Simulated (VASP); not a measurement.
NiO: relaxation of cell and atoms with PBE+U

The system is NiO.

```
Ni O
1.0
     0.00000    2.08590    2.08590
     2.08590    0.00000    2.08590
     2.08590    2.08590    0.00000
Ni O
1 1
Direct
  0.00000 0.00000 0.00000
  0.50000 0.50000 0.50000
```

| Item | Value |
| --- | --- |
| Program | VASP 6.6.1 |
| Task | relaxation of cell and atoms |
| Functional | PBE |
| Potentials or basis | VASP PAW PBE potentials, release 64 (Ni, O) |
| Cutoff | 600 eV |
| k mesh | 12 × 12 × 12 |
| Occupations | gaussian, width 0.03 eV |
| Spin | collinear spin, ferromagnetic start |
| Starting moments | [2.0, 0.0] μB |
| Hubbard terms | Ni d U = 6.2 eV |
| Further INCAR settings | ALGO = Normal; EDIFF = 1e-06; AMIX = 0.2; BMIX = 0.0001; IBRION = 2; EDIFFG = -0.01; NSW = 90; ISIF = 3 |

```
Relaxed volume                                        : 9.23 Å³/atom
Relaxed cell                                          : a = 2.967 Å, b = 2.967 Å, c = 2.967 Å, α = 60.00°, β = 60.00°, γ = 60.00°
Space group after relaxing (to 0.05 Å)                : Fm-3m (No. 225)
Energy gained by relaxing                             : 1.5 meV/atom
Ionic steps                                           : 3
Pressure after relaxing                               : 0.0 GPa
Band gap on the k mesh                                : 2.55 eV, indirect (least direct gap 3.19 eV)
Net moment                                            : 2.00 μB per cell
Site moments                                          : Ni +1.82; O +0.17 μB
Valence electrons inside the program's atomic spheres : Ni 8.97; O 5.02
```

The path:
```tsv
step	energy change (eV)	largest force (eV/Å)	pressure (GPa)	volume (Å³)
1	0.0000	0.0000	3.18	18.15
2	-0.0022	0.0000	-1.53	18.63
3	-0.0031	0.0000	0.05	18.46
```

Final structure:
```
Ni O
1.0
     0.00000    2.09781    2.09781
     2.09781    0.00000    2.09781
     2.09781    2.09781    0.00000
Ni O
1 1
Cartesian
  0.0000 0.0000 0.0000
  2.0978 2.0978 2.0978
```

Levels at points of the mesh, in eV from the valence-band top:
Spin up:
```
           k point  band 6  band 7  band 8  band 9  band 10  band 11  band 12  band 13
(0.00, 0.00, 0.00)   -5.00   -1.37   -1.37   -1.37     2.66    17.84    17.84    17.84
(0.50, 0.00, 0.00)   -4.50   -3.11    0.00    0.00     6.72    11.03    14.92    14.92
(0.50, 0.50, 0.00)   -4.19   -4.19   -2.72   -2.72     6.98    11.48    11.86    17.61
```
Spin down:
```csv
k point,band 3,band 4,band 5,band 6,band 7,band 8,band 9,band 10,band 11,band 12
"(0.00, 0.00, 0.00)",-4.00,-4.00,-1.03,-1.03,-1.03,2.55,2.55,3.01,18.10,18.10
"(0.50, 0.00, 0.00)",-4.02,-4.02,-2.21,-1.95,-1.95,4.85,4.85,6.90,11.48,15.31
"(0.50, 0.50, 0.00)",-4.72,-3.11,-3.11,-2.40,-2.40,2.99,3.42,7.62,11.77,12.12
```

Eigenvalues of the final occupation matrices:
```csv
site,spin,trace,eigenvalues
site 1 d,1,5.02,0.98 0.98 0.98 1.04 1.04
site 1 d,2,3.22,0.14 0.14 0.98 0.98 0.98
```

Run time: 32 s on 1 thread of Intel(R) Xeon(R) 6975P-C (Granite Rapids), with other jobs on the host, peak memory 0.18 GiB.

Caveat: a cell with one magnetic atom can't hold antiferromagnetic order, which such compounds often take. Zero-point motion and thermal expansion aren't in these numbers.
